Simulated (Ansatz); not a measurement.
The system is BaTiO3.

```xyz
5
Lattice="2.8277 1.6326 2.3177 -2.8277 1.6326 2.3177 0.0000 -3.2651 2.3177" Properties=species:S:1:pos:R:3 pbc="T T T"
Ba   -2.7004    1.6624    2.3728
Ti   -0.0605   -0.0667    3.6407
O    -0.0308   -1.5655    4.5301
O    -1.4487    0.8432    4.4791
O     1.4127    0.7592    4.5299
```

A run of Ansatz 0.2.0 on this cell left the log below. Logs are shortened: lines on timing, memory, paths and dates and some standing lists are left out, and cuts for length are marked.

```text
Warning: basis.ecutwfc = 350 eV is below the records' recommended 420 eV, and the density's cutoff is lower with it unless basis.ecutrho_ratio is high enough to keep the records' density cutoff: compare with a run at a higher cutoff
Warning: RAYON_NUM_THREADS=2 ignored (pool sized by the plan → 2); use --threads N
Engine: ansatz 0.2.0, x86_64-unknown-linux-gnu
Pseudopotentials: kind: paw
Pseudopotential: Ba, paw, valence charge 10, recommended cutoff 420 eV (normal), Ba.paw.azcp
Pseudopotential: Ti, paw, valence charge 12, recommended cutoff 420 eV (normal), Ti.paw.azcp
Pseudopotential: O, paw, valence charge 6, recommended cutoff 420 eV (normal), O.paw.azcp
Functional definition: PBE
  parameter kappa = 0.804
  parameter beta = 0.06672455060314922
  exchange = pbe_x(kappa = kappa, mu = beta*pi^2/3)
  correlation = pbe_c(beta = beta)
Crystal: 5 atoms, lattice volume = 64.196 Å³
Basis set: ecut = 350 eV, 949 PW (Γ), exchange–correlation on 50×50×50 points (8 copies of the dense FFT grid, shifted against one another)
Bands: 25, of which v1, the nominal top of the filled ones, is band 20 counted from 1 (19 counted from 0)
Symmetry: 1 space group operations
Space group: P1 (ITA 1), of the structure as read, at distance tolerance 4.0e-5 Å
k-points: 172 of 343 (time reversal used)
Non-local potential: Ba, projectors of the file, l = 0: 3, l = 1: 2, l = 2: 2, l = 3: 2
Non-local potential: Ti, projectors of the file, l = 0: 3, l = 1: 2, l = 2: 3, l = 3: 1
Non-local potential: O, projectors of the file, l = 0: 2, l = 1: 2, l = 2: 1
PAW form: soft (Blöchl's): semilocal exchange-correlation on the pseudo side does not see the compensation charge
PAW one-centre angular grid: Ba, 194 points (default); XC on 64 Gauss nodes
PAW one-centre angular grid: Ti, 590 points (default); XC on 64 Gauss nodes
PAW one-centre angular grid: O, 110 points (default); XC on 64 Gauss nodes
Initial density: superposition of atomic densities (neutral atoms: chi_scale 0, normalization atom), corrected by the library's trained network
Initial wavefunctions: pseudopotential atomic-orbital guess
Functional: x = pbe(κ = 0.804, μ = 0.2195149727645171), c = pbe(β = 0.06672455060314922)
SCF iter   1: F=—  HF=-10159.077147 eV  |F-HF|=—  |Δ(HF+E_count)|=         —  Δρ=5.39e-3  dr2=4.25e-3  ethr=1.77e-3  ⟨swp⟩=6.0  Hψ=21403  notcnv=0
preconditioner: auto → Resta (q_TF=auto, 2.521 Å⁻¹)  ε∞=5.5  [insulator: Δε(μ)=2.759 eV  Ē_g=12.382 eV  σ=0.050 eV  W_gap=1.00  n_scr=18 (ndim 8)  ℏωp=26.2 eV  f_vac=0.000  D(μ)=0.00/eV (n_scr^D=0)  ε∞_Penn≈5.5]
SCF iter   2: F=—  HF=-10159.078848 eV  |F-HF|=—  |Δ(HF+E_count)|=   1.70e-3  Δρ=2.39e-3  dr2=7.12e-4  ethr=1.06e-5  ⟨swp⟩=2.0  Hψ=7232  notcnv=0  defer=1
SCF iter   3: F=—  HF=-10159.079854 eV  |F-HF|=—  |Δ(HF+E_count)|=   1.01e-3  Δρ=6.04e-4  dr2=6.87e-5  ethr=1.78e-6  ⟨swp⟩=2.6  Hψ=7116  notcnv=0  defer=1
SCF iter   4: F=—  HF=-10159.079974 eV  |F-HF|=—  |Δ(HF+E_count)|=   1.20e-4  Δρ=5.50e-5  dr2=1.90e-6  ethr=1.72e-7  ⟨swp⟩=2.9  Hψ=7560  notcnv=0  defer=1
iter 5 did not close the SCF: its close was put off for the readings that it lacked (scf_convergence_deferred on its scf_iter line)
SCF iter   5: F=-10159.079974 eV  HF=-10159.079974 eV  |F-HF|=7.85e-9  |Δ(HF+E_count)|=   3.80e-7  Δρ=1.19e-5  dr2=9.73e-8  ethr=4.75e-9  ⟨swp⟩=2.9  Hψ=7311  notcnv=0  defer=1
SCF iter   6: F=-10159.079974 eV  HF=-10159.079974 eV  |F-HF|=1.58e-9  |Δ(HF+E_count)|=   1.33e-8  Δρ=4.04e-6  dr2=9.29e-9  ethr=2.43e-10  ⟨swp⟩=6.6  Hψ=20113  notcnv=0
SCF 1 converged in 6 iterations: F = -10159.079974 eV  dr2 = 9.29e-9
  greatest PAW one-centre occupation: 0.999 electrons in one spin orbital (limit 2), on the Ti atom at site 1 (counted from 0), in its partial waves of l = 0
SCF converged after 6 iterations
Free energy (F): -10159.079974 eV
Harris-Foulkes:  -10159.079974 eV  (|F-HF|=1.58e-9)
Internal energy: -10159.079974 eV  (E = F + TS)
E sigma→0 (E₀):  -10159.079974 eV
Fermi energy:    11.654434 eV
--- Per-component energies (eV) ---
  E_band       = -139.456230
  E_kinetic    = 977.938422
  E_local      = -2147.367101  (includes V_loc(G=0)·N_el)
  E_nonlocal   = 202.123874
  E_hartree    = 843.223339
  E_xc         = -493.188171
  E_vxc        = -548.384741  (∫ρ·V_xc dr)
  E_paw        = -6745.107929  (= ΣΔE_a)
  E_vpaw       = -310.222227  (= ΣTr[D̂ρ^β])
  E_aug_tail   = 0.010168  (compensation charges beyond the density's cutoff)
  E_ewald      = -2796.712577
  E_smearing   = -0.000000  (= −TS)
  E_closure    = 0.000000  (closes the sum)
  Σ components = -10159.079974   (vs F -10159.079974, Δ=0.00e0)
--- Forces (eV/Å), atoms counted from 1 ---
  atom   1  Ba    -1.16359959    -0.38735328    -0.17654733
  atom   2  Ti     0.89327894     1.45628846    -1.34409708
  atom   3  O      0.10908151    -1.14147233     0.82714158
  atom   4  O      0.30656260    -0.20886427     0.50711026
  atom   5  O     -0.14531542     0.28141887     0.18639855
  max |Σ_I F_I| component: 1.74e-5 eV/Å
--- Stress (GPa, compression-positive) ---
        7.297469       0.193411      -0.338359
        0.193411      11.496716      -4.455754
       -0.338358      -4.455753       9.597797
  P = ⅓ Tr σ = 9.4640 GPa (94.640 kbar)
--- Band table (eV; the first three rows and the last of 172) ---
  k-point 0: bands = ["-45.7493", "-22.1901", "-22.0303", "-21.9915", "-14.3978", "-6.6191", "-6.0068", "-5.7638", "0.3906", "0.4205", "0.4488", "7.9598", "8.0227", "8.1108", "8.4844", "8.5067", "9.0175", "9.5110", "9.6173", "9.6686", "12.9910", "13.2481", "13.5853", "15.0688", "15.3418"]
  k-point 1: bands = ["-45.7492", "-22.2006", "-22.0300", "-21.9912", "-14.3747", "-6.5879", "-6.0410", "-5.7581", "0.4184", "0.4521", "0.5214", "7.6133", "7.9005", "8.0057", "8.3447", "8.3994", "8.9133", "9.3863", "9.5026", "9.6309", "13.0405", "13.4429", "13.7137", "15.0848", "15.7030"]
  k-point 2: bands = ["-45.7488", "-22.2235", "-22.0290", "-21.9902", "-14.3217", "-6.6121", "-6.0134", "-5.7418", "0.4801", "0.5041", "0.7054", "6.8242", "7.6804", "7.8322", "8.0878", "8.2140", "8.6885", "8.9637", "9.3698", "9.5661", "13.1342", "13.9291", "14.1252", "15.0977", "16.3692"]
  k-point 171: bands = ["-45.7481", "-22.1977", "-22.0465", "-22.0305", "-14.2517", "-6.7314", "-5.9389", "-5.5391", "0.4038", "0.5117", "0.7453", "6.5464", "7.1651", "7.5726", "7.6666", "7.8144", "8.3746", "8.8792", "9.3740", "9.3934", "13.7910", "14.0690", "14.3690", "15.8719", "16.7969"]
```

Task: What input gives this log?

Result: Single point with PBE, no spin polarisation. The files as run (others can give the same):

input.yaml
```yaml
crystal:
  lattice:
    - [2.82766816, 1.63255497, 2.31773161]
    - [-2.82766816, 1.63255497, 2.31773161]
    - [0.0, -3.26510994, 2.31773161]
  atoms:
    - { symbol: Ba, position: [0.03347316, 0.98846853, 0.00183776] }
    - { symbol: Ti, position: [0.50610326, 0.52748478, 0.53723216] }
    - { symbol: O, position: [0.48624715, 0.49714708, 0.97115146] }
    - { symbol: O, position: [0.47408987, 0.98641501, 0.47201237] }
    - { symbol: O, position: [0.97878656, 0.47918459, 0.49646624] }
hamiltonian:
  xc: pbe
  pseudopotentials: { kind: paw }
kpoints:
  mp_grid: { grid: [7, 7, 7] }
scf:
  occupations: { method: fermi_dirac, width: 0.05 }
basis:
  ecutwfc: "350 eV"
output:
  forces: true
  stress: true
  eigenvalues: true
```

Potentials or basis: Ansatz PAW.
Command:
```sh
$ ansatz run input.yaml --threads 2 --pin off --max-ram 5632MiB --backend cpu --events-out ev --progress --plain --runs-dir out
```

Caveat: odd divisions of the mesh miss points on the zone boundary, where band edges often lie, so the gap on the mesh can be too wide; the pressure holds a Pulay correction of +6.0 GPa for the finite cutoff; spin-orbit coupling is left out, which moves the levels of the heavy elements; forces of over 1 eV/Å show positions far from the minimum, so gaps and moduli don't describe the material at rest; the cutoff lies under the one recommended for these potentials.
